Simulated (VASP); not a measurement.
# Al (Fm-3m) in VASP: a series of runs

One crystal, Al, is run at these levels: PBE; tasks: single point.

Program: VASP 6.6.1. These are calculated values, not measurements. Logs are shortened: lines on timing, memory, paths and dates and some standing lists are left out, and cuts for length are marked.

## Step 1: The crystal as given

The structure is cubic, space group Fm-3m (No. 225). The conventional cell has a = 4.050 Å, b = 4.050 Å, c = 4.050 Å, α = 90.00°, β = 90.00°, γ = 90.00°. Al (site symmetry m-3m) has 12 Al at 2.86 Å as nearest neighbours.

## Step 2: Single point, PBE

INCAR reads:

```
SYSTEM = Al
PREC = Low
ENCUT = 500
EDIFF = 1E-7
ISMEAR = -1
SIGMA = 0.15
LREAL = .False.
LASPH = .True.
NELM = 100
ALGO = Normal
ISIF = 2
LWAVE = .False.
LCHARG = .False.
GGA = PE
NBANDS = 8
ADDGRID = .False.
```

KPOINTS reads:

```
regular mesh
0
Gamma
  15 15 15
  0 0 0
```

POSCAR reads:

```
Al
1.0
    0.0000000000      2.0248050000      2.0248050000
    2.0248050000      0.0000000000      2.0248050000
    2.0248050000      2.0248050000      0.0000000000
Al
1
Direct
    0.0000000000      0.0000000000      0.0000000000
```

Potentials or basis: VASP PAW PBE potentials, release 64 (Al).

Run with:

```
$ cat potpaw_PBE.64/Al/POTCAR > POTCAR
$ mpirun -np 1 vasp_std > vasp.out
```

OUTCAR:

```text
SYSTEM = Al
   PREC = Low
   ENCUT = 500
   EDIFF = 1E-7
   ISMEAR = -1
   LREAL = .False.
   LASPH = .True.
   NELM = 100
   ISIF = 2
   GGA = PE

 Found    120 irreducible k-points:

 Following reciprocal coordinates:
            Coordinates               Weight
  0.000000  0.000000  0.000000      1.000000
  0.066667  0.000000  0.000000      8.000000
  0.133333  0.000000  0.000000      8.000000
  0.200000  0.000000  0.000000      8.000000
  0.266667  0.000000  0.000000      8.000000
  0.333333  0.000000  0.000000      8.000000
   k-points           NKPTS =    120   k-points in BZ     NKDIM =    120   number of bands    NBANDS=      8
   number of dos      NEDOS =    301   number of ions     NIONS =      1
   total plane-waves  NPLWV =   4096
   dimension x,y,z NGX =    16 NGY =   16 NGZ =   16
   dimension x,y,z NGXF=    16 NGYF=   16 NGZF=   16
   ions per type =               1
   NGX,Y,Z   is equivalent  to a cutoff of   9.29,  9.29,  9.29 a.u.
   NGXF,Y,Z  is equivalent  to a cutoff of   9.29,  9.29,  9.29 a.u.
 SYSTEM =  Al
   PREC   = low       normal or accurate (medium, high low for compatibility)
   ISTART =      0    job   : 0-new  1-cont  2-samecut
   ICHARG =      2    charge: 1-file 2-atom 10-const
   ISPIN  =      1    spin polarized calculation?
   LNONCOLLINEAR =      F non collinear calculations
   LSORBIT =      F    spin-orbit coupling
   LASPH  =      T    aspherical Exc in radial PAW
   ENCUT  =  500.0 eV  36.75 Ry    6.06 a.u.   5.22  5.22  5.22*2*pi/ulx,y,z
   NELM   =    100;   NELMIN=  2; NELMDL= -5     # of ELM steps
   EDIFF  = 0.1E-06   stopping-criterion for ELM
   LREAL  =      F    real-space projection
   EDIFFG = 0.1E-05   stopping-criterion for IOM
   NSW    =      0    number of steps for IOM
   IBRION =     -1    ionic relax: 0-MD 1-quasi-New 2-CG
   NFREE  =      0    steps in history (QN), initial steepest desc. (CG)
   ISIF   =      2    stress and relaxation
   ISYM   =      2    0-nonsym 1-usesym 2-fastsym
   POTIM  = 0.5000    time-step for ionic-motion
   TEBEG  =    0.0;   TEEND  =   0.0 temperature during run
   PSTRESS=    0.0 pullay stress
   NELECT =       3.0000    total number of electrons
   NUPDOWN=      -1.0000    fix difference up-down
   EMIN   =  10.00;   EMAX   =-10.00  energy-range for DOS
   EFERMI =   0.00;   METHOD = LEGACY
   ISMEAR =    -1;   SIGMA  =   0.15  broadening in eV -4-tet -1-fermi 0-gaus
   EFERMI_NEDOS =   21; number of points for ismear=-14 and -15
   IALGO  =     38    algorithm
   IMIX   =      4    mixing-type and parameters
     AMIX     =   0.40;   BMIX     =  1.00
     AMIX_MAG =   1.60;   BMIX_MAG =  1.00
  volume/ion in A,a.u.               =      16.60       112.04
  Fermi-wavevector in a.u.,A,eV,Ry     =   0.925526  1.748991 11.654733  0.856599
  Thomas-Fermi vector in A             =   2.051390
   LORBIT       =      0    0 simple, 1 ext, 2 COOP (PROOUT), +10 PAW based schemes
   GGA     = PE    functional components
   LHFCALC =     F    Hartree Fock is set to
   AEXX    =    0.0000 exact exchange contribution
   IVDW    =     0    specifies the selected vdW correction
   LEPSILON=     F    determine dielectric tensor
   LRPA    =     F    only Hartree local field effects (RPA)
 non-spin polarized calculation
  energy-cutoff  :      500.00
  volume of cell :       16.60
 maximum number of plane-waves:       440
   NGX = 11   NGY = 11   NGZ = 11

 number of electron       2.9999994 magnetization

 Free energy of the ion-electron system (eV)
  ---------------------------------------------------
  ext. energy  EPLUGINS =         0.00000000
  ---------------------------------------------------
  free energy    TOTEN  =        -3.76052382 eV

  energy without entropy =       -3.73077082  energy(sigma->0) =       -3.74564732

 E-fermi :   7.9931     XC(G=0): -10.1737

 val. band max:        7.7923339059   @ k =  -0.3333   0.0667   0.0000
 cond. band min:       8.0154982226   @ k =  -0.4000   0.4000   0.0000
 fundamental gap:      0.2231643167
 Fermi energy:         7.9931398369

 k-point     1 :       0.0000    0.0000    0.0000
  band No.  band energies     occupation
      1      -3.1554      2.00000
      2      20.5211      0.00000
      3      20.5211      0.00000
      4      20.5212      0.00000
      5      21.9661      0.00000
      6      21.9661      0.00000
      7      21.9666      0.00000
      8      24.3567      0.00000

 k-point     2 :       0.0667    0.0000    0.0000
  band No.  band energies     occupation
      1      -3.0351      2.00000
      2      18.5677      0.00000
      3      20.1008      0.00000
      4      20.1009      0.00000
      5      22.5723      0.00000
      6      22.5726      0.00000
      7      22.6071      0.00000
      8      25.5843      0.00000

 k-point     3 :       0.1333    0.0000    0.0000
  band No.  band energies     occupation
      1      -2.6748      2.00000
      2      15.8859      0.00000
      3      19.4965      0.00000
      4      19.4967      0.00000
      5      22.5666      0.00000
      6      23.6402      0.00000
      7      23.6405      0.00000
      8      25.4065      0.00000

 k-point     4 :       0.2000    0.0000    0.0000
  band No.  band energies     occupation
      1      -2.0762      2.00000
      2      13.2504      0.00000
      3      19.0293      0.00000
      4      19.0294      0.00000
      5      22.3555      0.00000
      6      23.5156      0.00000
      7      23.5157      0.00000
      8      25.6004      0.00000

 k-point     5 :       0.2667    0.0000    0.0000
  band No.  band energies     occupation
      1      -1.2424      2.00000
      2      10.7540      0.00000
      3      18.7465      0.00000
      4      18.7467      0.00000
      5      22.2078      0.00000
      6      22.3391      0.00000
      7      22.3393      0.00000
      8      26.3275      0.00000

 k-point     6 :       0.3333    0.0000    0.0000
  band No.  band energies     occupation
      1      -0.1773      2.00000
      2       8.4297      0.10331
      3      18.6598      0.00000
      4      18.6599      0.00000
      5      21.2456      0.00000
      6      21.2457      0.00000
      7      22.2099      0.00000
      8      25.2012      0.00000

 [... further k-points ...]

------------------------ aborting loop because EDIFF is reached ----------------------------------------

  FORCE on cell =-STRESS in cart. coord.  units (eV):
  Direction    XX          YY          ZZ          XY          YZ          ZX
  --------------------------------------------------------------------------------------
  -------------------------------------------------------------------------------------
  Total       -0.0496009     -0.0496009     -0.0496009      0.0000000      0.0000000     -0.0000000
  in kB       -4.7865289     -4.7865289     -4.7865289      0.0000000      0.0000000     -0.0000000
  external PRESSURE =      -4.7865289 kB  Pullay stress =       0.0000000 kB

 VOLUME and BASIS-vectors are now :
 -----------------------------------------------------------------------------
  energy-cutoff  :      500.00
  volume of cell :       16.60
      direct lattice vectors                 reciprocal lattice vectors
     0.000000000  2.024805000  2.024805000    -0.246937359  0.246937359  0.246937359
     2.024805000  0.000000000  2.024805000     0.246937359 -0.246937359  0.246937359
     2.024805000  2.024805000  0.000000000     0.246937359  0.246937359 -0.246937359

 POSITION                                       TOTAL-FORCE (eV/Angst)
 -----------------------------------------------------------------------------------
      0.00000      0.00000      0.00000         0.000000      0.000000      0.000000
 -----------------------------------------------------------------------------------
    total drift:                               -0.000000     -0.000000     -0.000000

  FREE ENERGIE OF THE ION-ELECTRON SYSTEM (eV)
  ---------------------------------------------------
  free  energy   TOTEN  =        -3.7605238243 eV

  energy  without entropy=       -3.7307708191  energy(sigma->0) =       -3.74564732
```

Wall time 2.4 s (1 thread of Intel Xeon 6975P-C (Granite Rapids), shared host); peak memory 0.1 GiB.

These settings aren't checked as converged: the numbers below hold their error.

What came out:

* Free energy: -3.7605 eV
* Pressure: -0.5 GPa
* Band gap on the k mesh: none (metal or under the smearing width)

## Step 3: Single point, PBE

INCAR is that of step 2.

KPOINTS is that of step 2.

POSCAR reads:

```
Al
1.0
   -0.0142710000      2.0302060000      1.9470980000
    2.0319350000     -0.0386130000      1.9714400000
    2.0296090000      2.0522230000     -0.0362870000
Al
1
Direct
    0.0259050000     -0.0062880000     -0.0081470000
```

Potentials or basis: VASP PAW PBE potentials, release 64 (Al).

Run with:

```
$ cat potpaw_PBE.64/Al/POTCAR > POTCAR
$ mpirun -np 1 vasp_std > vasp.out
```

OUTCAR:

```text
SYSTEM = Al
   PREC = Low
   ENCUT = 500
   EDIFF = 1E-7
   ISMEAR = -1
   LREAL = .False.
   LASPH = .True.
   NELM = 100
   ISIF = 2
   GGA = PE

 Found   1688 irreducible k-points:

 Following reciprocal coordinates:
            Coordinates               Weight
  0.000000  0.000000  0.000000      1.000000
  0.066667  0.000000  0.000000      2.000000
  0.133333 -0.000000 -0.000000      2.000000
  0.200000  0.000000 -0.000000      2.000000
  0.266667 -0.000000 -0.000000      2.000000
  0.333333  0.000000 -0.000000      2.000000
   k-points           NKPTS =   1688   k-points in BZ     NKDIM =   1688   number of bands    NBANDS=      8
   number of dos      NEDOS =    301   number of ions     NIONS =      1
   total plane-waves  NPLWV =   4096
   dimension x,y,z NGX =    16 NGY =   16 NGZ =   16
   dimension x,y,z NGXF=    16 NGYF=   16 NGZF=   16
   ions per type =               1
   NGX,Y,Z   is equivalent  to a cutoff of   9.46,  9.39,  9.21 a.u.
   NGXF,Y,Z  is equivalent  to a cutoff of   9.46,  9.39,  9.21 a.u.
 SYSTEM =  Al
   PREC   = low       normal or accurate (medium, high low for compatibility)
   ISTART =      0    job   : 0-new  1-cont  2-samecut
   ICHARG =      2    charge: 1-file 2-atom 10-const
   ISPIN  =      1    spin polarized calculation?
   LNONCOLLINEAR =      F non collinear calculations
   LSORBIT =      F    spin-orbit coupling
   LASPH  =      T    aspherical Exc in radial PAW
   ENCUT  =  500.0 eV  36.75 Ry    6.06 a.u.   5.13  5.16  5.26*2*pi/ulx,y,z
   NELM   =    100;   NELMIN=  2; NELMDL= -5     # of ELM steps
   EDIFF  = 0.1E-06   stopping-criterion for ELM
   LREAL  =      F    real-space projection
   EDIFFG = 0.1E-05   stopping-criterion for IOM
   NSW    =      0    number of steps for IOM
   IBRION =     -1    ionic relax: 0-MD 1-quasi-New 2-CG
   NFREE  =      0    steps in history (QN), initial steepest desc. (CG)
   ISIF   =      2    stress and relaxation
   ISYM   =      2    0-nonsym 1-usesym 2-fastsym
   POTIM  = 0.5000    time-step for ionic-motion
   TEBEG  =    0.0;   TEEND  =   0.0 temperature during run
   PSTRESS=    0.0 pullay stress
   NELECT =       3.0000    total number of electrons
   NUPDOWN=      -1.0000    fix difference up-down
   EMIN   =  10.00;   EMAX   =-10.00  energy-range for DOS
   EFERMI =   0.00;   METHOD = LEGACY
   ISMEAR =    -1;   SIGMA  =   0.15  broadening in eV -4-tet -1-fermi 0-gaus
   EFERMI_NEDOS =   21; number of points for ismear=-14 and -15
   IALGO  =     38    algorithm
   IMIX   =      4    mixing-type and parameters
     AMIX     =   0.40;   BMIX     =  1.00
     AMIX_MAG =   1.60;   BMIX_MAG =  1.00
  volume/ion in A,a.u.               =      16.60       112.04
  Fermi-wavevector in a.u.,A,eV,Ry     =   0.925526  1.748991 11.654732  0.856599
  Thomas-Fermi vector in A             =   2.051390
   LORBIT       =      0    0 simple, 1 ext, 2 COOP (PROOUT), +10 PAW based schemes
   GGA     = PE    functional components
   LHFCALC =     F    Hartree Fock is set to
   AEXX    =    0.0000 exact exchange contribution
   IVDW    =     0    specifies the selected vdW correction
   LEPSILON=     F    determine dielectric tensor
   LRPA    =     F    only Hartree local field effects (RPA)
 non-spin polarized calculation
  energy-cutoff  :      500.00
  volume of cell :       16.60
 maximum number of plane-waves:       436
   NGX = 11   NGY = 11   NGZ = 11

 number of electron       3.0000000 magnetization

 Free energy of the ion-electron system (eV)
  ---------------------------------------------------
  ext. energy  EPLUGINS =         0.00000000
  ---------------------------------------------------
  free energy    TOTEN  =        -3.75624966 eV

  energy without entropy =       -3.72564140  energy(sigma->0) =       -3.74094553

 E-fermi :   7.9632     XC(G=0): -10.1734

 val. band max:        7.9618076327   @ k =  -0.1333   0.2667   0.4667
 cond. band min:       7.9665651358   @ k =  -0.2667  -0.4667   0.1333
 fundamental gap:      0.0047575031
 Fermi energy:         7.9632086267

 k-point     1 :       0.0000    0.0000    0.0000
  band No.  band energies     occupation
      1      -3.1561      2.00000
      2      20.0460      0.00000
      3      20.4258      0.00000
      4      21.1331      0.00000
      5      21.4471      0.00000
      6      21.8571      0.00000
      7      22.4965      0.00000
      8      24.5321      0.00000

 k-point     2 :       0.0667    0.0000    0.0000
  band No.  band energies     occupation
      1      -3.0344      2.00000
      2      18.7365      0.00000
      3      19.6678      0.00000
      4      20.3618      0.00000
      5      22.0564      0.00000
      6      22.4187      0.00000
      7      23.1392      0.00000
      8      25.7859      0.00000

 k-point     3 :       0.1333   -0.0000   -0.0000
  band No.  band energies     occupation
      1      -2.6698      2.00000
      2      16.0769      0.00000
      3      19.0484      0.00000
      4      19.7223      0.00000
      5      22.5046      0.00000
      6      23.1312      0.00000
      7      23.9388      0.00000
      8      24.8595      0.00000

 k-point     4 :       0.2000    0.0000   -0.0000
  band No.  band energies     occupation
      1      -2.0644      2.00000
      2      13.4252      0.00000
      3      18.5681      0.00000
      4      19.2538      0.00000
      5      22.3031      0.00000
      6      22.8823      0.00000
      7      23.8640      0.00000
      8      25.1373      0.00000

 k-point     5 :       0.2667   -0.0000   -0.0000
  band No.  band energies     occupation
      1      -1.2210      2.00000
      2      10.9065      0.00000
      3      18.2658      0.00000
      4      18.9821      0.00000
      5      21.6714      0.00000
      6      22.1716      0.00000
      7      22.7500      0.00000
      8      26.4116      0.00000

 k-point     6 :       0.3333    0.0000   -0.0000
  band No.  band energies     occupation
      1      -0.1439      2.00000
      2       8.5590      0.03697
      3      18.1538      0.00000
      4      18.9127      0.00000
      5      20.6066      0.00000
      6      21.6360      0.00000
      7      22.1702      0.00000
      8      25.2698      0.00000

 [... further k-points ...]

------------------------ aborting loop because EDIFF is reached ----------------------------------------

  FORCE on cell =-STRESS in cart. coord.  units (eV):
  Direction    XX          YY          ZZ          XY          YZ          ZX
  --------------------------------------------------------------------------------------
  -------------------------------------------------------------------------------------
  Total       -0.0920994     -0.0970081      0.1030641      0.0076822      0.1096367      0.0293687
  in kB       -8.8876608     -9.3613563      9.9457645      0.7413363     10.5800272      2.8341065
  external PRESSURE =      -2.7677509 kB  Pullay stress =       0.0000000 kB

 VOLUME and BASIS-vectors are now :
 -----------------------------------------------------------------------------
  energy-cutoff  :      500.00
  volume of cell :       16.60
      direct lattice vectors                 reciprocal lattice vectors
    -0.014271000  2.030206000  1.947098000    -0.243600396  0.245440565  0.255882689
     2.031935000 -0.038613000  1.971440000     0.245113160 -0.237992671  0.249947439
     2.029609000  2.052223000 -0.036287000     0.245598817  0.239991210 -0.248434673

 POSITION                                       TOTAL-FORCE (eV/Angst)
 -----------------------------------------------------------------------------------
      4.03186      2.04973      1.97349         0.000000      0.000000      0.000000
 -----------------------------------------------------------------------------------
    total drift:                               -0.003823      0.001261      0.000555

  FREE ENERGIE OF THE ION-ELECTRON SYSTEM (eV)
  ---------------------------------------------------
  free  energy   TOTEN  =        -3.7562496572 eV

  energy  without entropy=       -3.7256414024  energy(sigma->0) =       -3.74094553
```

OSZICAR:

```text
N       E                     dE             d eps       ncg     rms          rms(c)
DAV:   1    -0.242792467226E+01   -0.24279E+01   -0.83178E+02 27080   0.195E+02
DAV:   2    -0.377184887986E+01   -0.13439E+01   -0.12999E+01 37632   0.182E+01
DAV:   3    -0.377856804760E+01   -0.67192E-02   -0.67149E-02 34576   0.144E+00
DAV:   4    -0.377858475728E+01   -0.16710E-04   -0.16709E-04 42368   0.629E-02
DAV:   5    -0.377858480039E+01   -0.43106E-07   -0.43408E-07 35160   0.176E-03    0.129E+00
DAV:   6    -0.376567108231E+01    0.12914E-01   -0.16790E-03 35416   0.195E-01    0.752E-01
DAV:   7    -0.375625693013E+01    0.94142E-02   -0.50316E-03 35168   0.317E-01    0.145E-01
DAV:   8    -0.375625156529E+01    0.53648E-05   -0.13899E-05 38520   0.264E-02    0.816E-03
DAV:   9    -0.375625004537E+01    0.15199E-05   -0.83180E-07 38808   0.400E-03    0.691E-04
DAV:  10    -0.375624969331E+01    0.35207E-06   -0.42629E-09 35312   0.422E-04    0.258E-04
DAV:  11    -0.375624965720E+01    0.36106E-07   -0.15002E-10 19456   0.715E-05
   1 F= -.37562497E+01 E0= -.37409455E+01  d E =-.306083E-01
```

stdout:

```text
POSCAR found type information on POSCAR Al
 POSCAR found :  1 types and       1 ions
 scaLAPACK will be used
 LDA part: xc-table for (Slater+PW92), standard interpolation
 POSCAR, INCAR and KPOINTS ok, starting setup
 FFT: planning ... GRIDC
 FFT: planning ... GRID_SOFT
 FFT: planning ... GRID
 WAVECAR not read
 entering main loop
```

Run time: 26 s. Hardware: 1 thread of Intel Xeon 6975P-C (Granite Rapids), shared host; peak memory 0.25 GiB.

These settings aren't checked as converged: the numbers below hold their error.

What came out:

```yaml
Free_energy: -3.7562 eV
Pressure: -0.3 GPa
Band_gap_on_the_k_mesh: none (metal or under the smearing width)
```

## Step 4: Single point, PBE

Changes to INCAR since step 3:

```diff
@@ -1,3 +1,3 @@
 SYSTEM = Al
-PREC = Low
+PREC = Normal
 ENCUT = 500
```

KPOINTS is that of step 3.

POSCAR reads:

```
Al
1.0
    0.0000000000      2.0248050000      2.0248050000
    2.0248050000      0.0000000000      2.0248050000
    2.0248050000      2.0248050000      0.0000000000
Al
1
Direct
    0.0000000000      0.0000000000      0.0000000000
```

Run with:

```
$ cat potpaw_PBE.64/Al/POTCAR > POTCAR
$ mpirun -np 1 vasp_std > vasp.out
```

It took 2.7 s on 1 thread of Intel Xeon 6975P-C (Granite Rapids), shared host; peak memory 0.11 GiB.

These settings aren't checked as converged: the numbers below hold their error.

What came out:

```
Free energy            : -3.7605 eV
Pressure               : -0.5 GPa
Band gap on the k mesh : none (metal or under the smearing width)
```

## Step 5: Single point, PBE

INCAR is that of step 4.

KPOINTS is that of step 4.

POSCAR reads:

```
Al
1.0
   -0.0142710000      2.0302060000      1.9470980000
    2.0319350000     -0.0386130000      1.9714400000
    2.0296090000      2.0522230000     -0.0362870000
Al
1
Direct
    0.0259050000     -0.0062880000     -0.0081470000
```

Run with:

```
$ cat potpaw_PBE.64/Al/POTCAR > POTCAR
$ mpirun -np 1 vasp_std > vasp.out
```

Run time: 24 s. Hardware: 1 thread of Intel Xeon 6975P-C (Granite Rapids), shared host; peak memory 0.26 GiB.

The run converged, but some of its settings lie outside the range that counts as converged, so its numbers aren't taken as properties of the crystal.

What came out:

```yaml
Free_energy: -3.7561 eV
Pressure: -0.3 GPa
Band_gap_on_the_k_mesh: none (metal or under the smearing width)
```
